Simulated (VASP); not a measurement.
# CdSe (P6_3mc) in VASP: Born charges and dielectric tensor with LDA

Aim: the Born charges and dielectric tensor of CdSe with LDA.

Program: VASP 6.6.1. These are calculated values, not measurements. Logs are shortened: lines on timing, memory, paths and dates and some standing lists are left out, and cuts for length are marked.

**Measured values to compare with.**

A printed reference work, data compilation reports, for a bulk crystal of CdSe at 2 K: band gap 1.841 eV.

The runs below are set against these values where they give the same quantity.

## (1) The structure

Symmetry: P6_3mc, No. 186, hexagonal system. The conventional cell has a = 4.453 Å, b = 4.453 Å, c = 7.264 Å, α = 90.00°, β = 90.00°, γ = 120.00°. Cd (site symmetry 3m) is surrounded by 4 Se at 2.72 to 2.73 Å. Se (site symmetry 3m) has 4 Cd at 2.72 to 2.73 Å as nearest neighbours.

The cell is a database's computed one.

## (2) Born charges and dielectric tensor, LDA

The input, INCAR:

```
SYSTEM = CdSe
PREC = Accurate
ENCUT = 600
EDIFF = 1E-8
ISMEAR = 0
SIGMA = 0.02
LREAL = .FALSE.
LASPH = .TRUE.
NELM = 80
ALGO = Normal
ISIF = 2
LWAVE = .FALSE.
LCHARG = .FALSE.
LEPSILON = .TRUE.
IBRION = 8
NSW = 1
```

The input, KPOINTS:

```
Automatic mesh
0
G
  9 9 6
  0 0 0
```

The input, POSCAR:

```
CdSe
1.0
    4.4525600000      0.0000000000      0.0000000000
   -2.2262800000      3.8560300000      0.0000000000
    0.0000000000      0.0000000000      7.2639100000
Cd Se
2 2
Direct
    0.6666700000      0.3333300000      0.4999900000
    0.3333300000      0.6666700000      0.9999900000
    0.6666700000      0.3333300000      0.8758700000
    0.3333300000      0.6666700000      0.3758700000
```

Potentials or basis: VASP PAW LDA potentials, release 64 (Cd, Se).

On the command line:

```console
$ cat potpaw_LDA.64/Cd/POTCAR potpaw_LDA.64/Se/POTCAR > POTCAR
$ mpirun -np 1 vasp_std > vasp.out
```

OUTCAR:

```text
SYSTEM = CdSe
   PREC = Accurate
   ENCUT = 600
   EDIFF = 1E-8
   ISMEAR = 0
   LREAL = .FALSE.
   LASPH = .TRUE.
   NELM = 80
   ISIF = 2
   LEPSILON = .TRUE.
   IBRION = 8
   NSW = 1

 ion  position               nearest neighbor table
   1  0.667  0.333  0.500-   4 2.72   4 2.72   4 2.72   3 2.73
   2  0.333  0.667  1.000-   3 2.72   3 2.72   3 2.72   4 2.73
   3  0.667  0.333  0.876-   2 2.72   2 2.72   2 2.72   1 2.73
   4  0.333  0.667  0.376-   1 2.72   1 2.72   1 2.72   2 2.73

  LATTYP: Found a hexagonal cell.
 ALAT       =     4.4525600000
 C/A-ratio  =     1.6314008121

  Lattice vectors:

 A1 = (   4.4525600000,   0.0000000000,   0.0000000000)
 A2 = (  -2.2262800000,   3.8560300000,   0.0000000000)
 A3 = (   0.0000000000,   0.0000000000,   7.2639100000)

Analysis of symmetry for initial positions (statically):
=====================================================================
 Subroutine PRICEL returns:
 Original cell was already a primitive cell.

 Routine SETGRP: Setting up the symmetry group for a
 hexagonal supercell.

 Subroutine GETGRP returns: Found  4 space group operations
 (whereof  2 operations were pure point group operations)
 out of a pool of 24 trial point group operations.

The static configuration has the point symmetry C_1h.
 The point group associated with its full space group is C_2v.

Analysis of symmetry for dynamics (positions and initial velocities):
=====================================================================
 Subroutine PRICEL returns:
 Original cell was already a primitive cell.

 Routine SETGRP: Setting up the symmetry group for a
 hexagonal supercell.

 Subroutine GETGRP returns: Found  4 space group operations
 (whereof  2 operations were pure point group operations)
 out of a pool of 24 trial point group operations.

The dynamic configuration has the point symmetry C_1h.
 The point group associated with its full space group is C_2v.

 Subroutine INISYM returns: Found  4 space group operations
 (whereof  2 operations are pure point group operations),
 and found     1 'primitive' translations

----------------------------------------------------------------------------------------

                                     Primitive cell

  volume of cell :     124.7156

  direct lattice vectors                    reciprocal lattice vectors
     4.452560000  0.000000000  0.000000000     0.224589899  0.129667041  0.000000000
    -2.226280000  3.856030000  0.000000000     0.000000000  0.259334082  0.000000000
     0.000000000  0.000000000  7.263910000     0.000000000  0.000000000  0.137666904

  length of vectors
     4.452560000  4.452559938  7.263910000     0.259334078  0.259334082  0.137666904

  position of ions in fractional coordinates (direct lattice)
     0.666670000  0.333330000  0.499990000
     0.333330000  0.666670000  0.999990000
     0.666670000  0.333330000  0.875870000
     0.333330000  0.666670000  0.375870000

  ion indices of the primitive-cell ions
   primitive index   ion index
                 1           1
                 2           2
[... 790 lines left out ...]
     0.44819 -0.00001  0.00000
    -0.00001  0.44817  0.00000
     0.00000  0.00000 -1.01264

[... ionic steps 4 to 9 ...]

--------------------------------------- Ionic step       10  -------------------------------------------

------------------------ aborting loop because EDIFF is reached ----------------------------------------

[... ionic steps 11 to 11 ...]

--------------------------------------- Ionic step       12  -------------------------------------------

 Free energy of the ion-electron system (eV)
  ---------------------------------------------------
  ---------------------------------------------------
  free energy    TOTEN  =        -0.09674223 eV

  energy without entropy =       -0.09674223

------------------------ aborting loop because EDIFF is reached ----------------------------------------

 INTERNAL STRAIN TENSOR  FOR ION    3  DIRECTION 3   (eV/Angst):
 -----------------------------------------------------------------------------
     1.55360  0.01047 -0.03349
     0.01047  1.56569  0.01934
     0.04012 -0.02316 -2.91616

 MACROSCOPIC STATIC DIELECTRIC TENSOR (including local field effects in DFT)
 ------------------------------------------------------
          54.852222    -0.003780     0.000000
          -0.003780    54.847855     0.000000
           0.000000     0.000000    38.266968
 ------------------------------------------------------

 PIEZOELECTRIC TENSOR (including local field effects)  for field in x, y, z        (e  Angst)
          XX          YY          ZZ          XY          YZ          ZX
  --------------------------------------------------------------------------------
  x     0.00000     0.00000     0.00000    -0.00000    -0.00028     4.59161
  y     0.00000     0.00000     0.00000     0.00000     4.59130    -0.00028
  z     3.48875     3.48863    -7.88250    -0.00010     0.00000     0.00000

 PIEZOELECTRIC TENSOR (including local field effects)  for field in x, y, z        (C/m^2)
          XX          YY          ZZ          XY          YZ          ZX
  --------------------------------------------------------------------------------
  x     0.00000     0.00000     0.00000    -0.00000    -0.00004     0.58987
  y     0.00000     0.00000     0.00000     0.00000     0.58983    -0.00004
  z     0.44819     0.44817    -1.01264    -0.00001     0.00000     0.00000

 BORN EFFECTIVE CHARGES (including local field effects) (in |e|, cummulative output)
 ---------------------------------------------------------------------------------
 ion    1
    1     2.58534    -0.00001     0.00001
    2    -0.00001     2.58533    -0.00000
    3     0.00002    -0.00001     2.72142
 ion    2
    1     2.58534    -0.00001    -0.00001
    2    -0.00001     2.58533     0.00000
    3    -0.00002     0.00001     2.72142
 ion    3
    1    -2.58534     0.00001     0.00001
    2     0.00001    -2.58533    -0.00001
    3    -0.00001     0.00000    -2.72142
 ion    4
    1    -2.58534     0.00001    -0.00001
    2     0.00001    -2.58533     0.00001
    3     0.00001    -0.00000    -2.72142

 INTERNAL STRAIN TENSOR FOR ION    4 for displacements in x,y,z  (eV/Angst):
          X           Y           Z          XY          YZ          ZX
  --------------------------------------------------------------------------------
  x    -0.00290     0.00217    -0.00007    -2.91424    -0.00049     1.76824
  y    -3.17089     3.17131     0.00004     0.43729     1.38367    -0.00050
  z     1.55360     1.56569    -2.91616     0.01047     0.02316     0.03349

 SECOND DERIVATIVES (NOT SYMMETRIZED)
 ------------------------------------
               1X          1Y          1Z          2X          2Y          2Z          3X          3Y          3Z          4X          4Y          4Z
  1X    -3.052336   -0.000196    0.000395   -0.206564   -0.000038   -0.000097    0.274186   -0.000057    0.000200    2.984713    0.000291   -0.000498
  1Y    -0.000196   -3.052562   -0.000228   -0.000038   -0.206608    0.000056   -0.000057    0.274120   -0.000116    0.000291    2.985049    0.000288
  1Z     0.000564   -0.000326   -4.146792   -0.000224    0.000129    1.125508   -0.001169    0.000675    1.884369    0.000828   -0.000478    1.136914
  2X    -0.206564   -0.000038    0.000097   -3.052336   -0.000196   -0.000395    2.984713    0.000291    0.000498    0.274186   -0.000057   -0.000200
  2Y    -0.000038   -0.206608   -0.000056   -0.000196   -3.052562    0.000228    0.000291    2.985049   -0.000288   -0.000057    0.274120    0.000116
  2Z     0.000224   -0.000129    1.125508   -0.000564    0.000326   -4.146792   -0.000828    0.000478    1.136914    0.001169   -0.000675    1.884369
  3X     0.290666    0.000208   -0.000171    3.000141    0.000388    0.000286   -3.624184   -0.001248   -0.000395    0.333377    0.000652    0.000280
  3Y     0.000208    0.290906    0.000098    0.000388    3.000589   -0.000165   -0.001248   -3.625625    0.000228    0.000652    0.334130   -0.000162
  3Z     0.000557   -0.000322    1.898220    0.000832   -0.000480    1.164082   -0.001181    0.000682   -4.876385   -0.000208    0.000120    1.814082
  4X     3.000141    0.000388   -0.000286    0.290666    0.000208    0.000171    0.333377    0.000652   -0.000280   -3.624184   -0.001248    0.000395
  4Y     0.000388    3.000589    0.000165    0.000208    0.290906   -0.000098    0.000652    0.334130    0.000162   -0.001248   -3.625625   -0.000228
  4Z    -0.000832    0.000480    1.164082   -0.000557    0.000322    1.898220    0.000208   -0.000120    1.814082    0.001181   -0.000682   -4.876385

 Eigenvectors and eigenvalues of the dynamical matrix
 ----------------------------------------------------

   1 f  =    4.592617 THz    28.856263 2PiTHz  153.193207 cm-1    18.993528 meV
             X         Y         Z           dx          dy          dz
      2.226302  1.285330  3.631882     0.000455   -0.000263    0.138389
     -0.000022  2.570700  7.263837     0.000455   -0.000263   -0.138389
      2.226302  1.285330  6.362241    -0.000545    0.000314   -0.693432
     -0.000022  2.570700  2.730286    -0.000545    0.000314    0.693432
[... 71 lines left out ...]
  12 f/i=    0.013422 THz     0.084333 2PiTHz    0.447710 cm-1     0.055509 meV
             X         Y         Z           dx          dy          dz
      2.226302  1.285330  3.631882    -0.000699    0.000404   -0.543443
     -0.000022  2.570700  7.263837     0.000699   -0.000404   -0.543443
      2.226302  1.285330  6.362241     0.000572   -0.000330   -0.452404
     -0.000022  2.570700  2.730286    -0.000572    0.000330   -0.452404

--------------------------------------------------------------------------------------------------------

 MACROSCOPIC STATIC DIELECTRIC TENSOR IONIC CONTRIBUTION
 ------------------------------------------------------
           5.922607    -0.000802     0.000000
          -0.000802     5.921680    -0.000000
           0.000000    -0.000000     7.065253
 ------------------------------------------------------

 ELASTIC MODULI CONTR FROM IONIC RELAXATION (kBar)
 Direction    XX          YY          ZZ          XY          YZ          ZX
 --------------------------------------------------------------------------------
 XX         -86.1538     45.0939     38.4066     10.1013      0.0000      0.0000
 YY          45.0939    -86.1162     38.3583    -10.0688     -0.0000     -0.0000
 ZZ          38.4066     38.3583    -71.7922     -0.0418     -0.0000      0.0000
 XY          10.1013    -10.0688     -0.0418    -59.9306     -0.0000      0.0000
 YZ           0.0000     -0.0000     -0.0000     -0.0000    -18.1088      0.0068
 ZX           0.0000     -0.0000      0.0000     -0.0000      0.0068    -22.3554
 --------------------------------------------------------------------------------

 PIEZOELECTRIC TENSOR IONIC CONTR  for field in x, y, z        (C/m^2)
          XX          YY          ZZ          XY          YZ          ZX
  --------------------------------------------------------------------------------
  x    -0.00000    -0.00000     0.00000    -0.00000     0.00010    -0.34236
  y     0.00000    -0.00000    -0.00000    -0.00000    -0.30811     0.00010
  z    -0.35850    -0.35807     0.67015     0.00037     0.00000    -0.00000
```

Run time: 49 min. Hardware: 1 thread of Intel Xeon 6975P-C (Granite Rapids), shared host; peak memory 1.8 GiB.

Results:

```
Band gap on the k mesh                                  : 0.20 eV, direct
Electronic dielectric tensor (diagonal)                 : 54.85, 54.85, 38.27
Born charges (mean of the diagonal)                     : Cd +2.63; Se -2.63 e
Highest phonon frequency at Γ, LO-TO splitting left out : 153 cm⁻¹
```

Levels at points of the mesh, in eV from the valence-band top:
| k point | band 14 | band 15 | band 16 | band 17 | band 18 | band 19 | band 20 | band 21 | band 22 |
| --- | --- | --- | --- | --- | --- | --- | --- | --- | --- |
| (0.00, 0.00, 0.00) | -0.64 | -0.64 | -0.04 | 0.00 | 0.00 | 0.20 | 1.89 | 5.69 | 5.69 |
| (0.00, 0.00, 0.50) | -2.50 | -0.34 | -0.34 | -0.34 | -0.34 | 1.98 | 1.98 | 5.50 | 5.50 |

Phonon frequencies in cm⁻¹ (negative: imaginary):
```tsv
q point	frequencies
(0.000, 0.000, 0.000)	0 0 0 42 42 111 134 137 137 139 139 153
```

Electronic dielectric tensor:
```
54.85  0.00  0.00
 0.00 54.85  0.00
 0.00  0.00 38.27
```

Born effective charge tensors (e):
atom 1, Cd
```
2.59 0.00 0.00
0.00 2.59 0.00
0.00 0.00 2.72
```
atom 2, Cd
```
2.59 0.00 0.00
0.00 2.59 0.00
0.00 0.00 2.72
```
atom 3, Se
```
-2.59  0.00  0.00
 0.00 -2.59  0.00
 0.00  0.00 -2.72
```
atom 4, Se
```
-2.59  0.00  0.00
 0.00 -2.59  0.00
 0.00  0.00 -2.72
```

Caveat: the gap is small at this level, which inflates the dielectric constant.

## (3) Comparison with measurements

Step 2. A measured gap of CdSe is 1.841 eV (2 K; a printed reference work, data compilation); the calculated 0.20 eV misses it by -1.64 eV. So large a miss can be the level of theory's own, or it may mean another phase, state or a wrong row. Spin-orbit coupling on Cd, Se is left out. The value is that of LDA, without temperature or zero-point motion. Semilocal functionals fall short of measured gaps as a rule. The cell is a database's relaxed one, not the measured one, which moves gaps too.
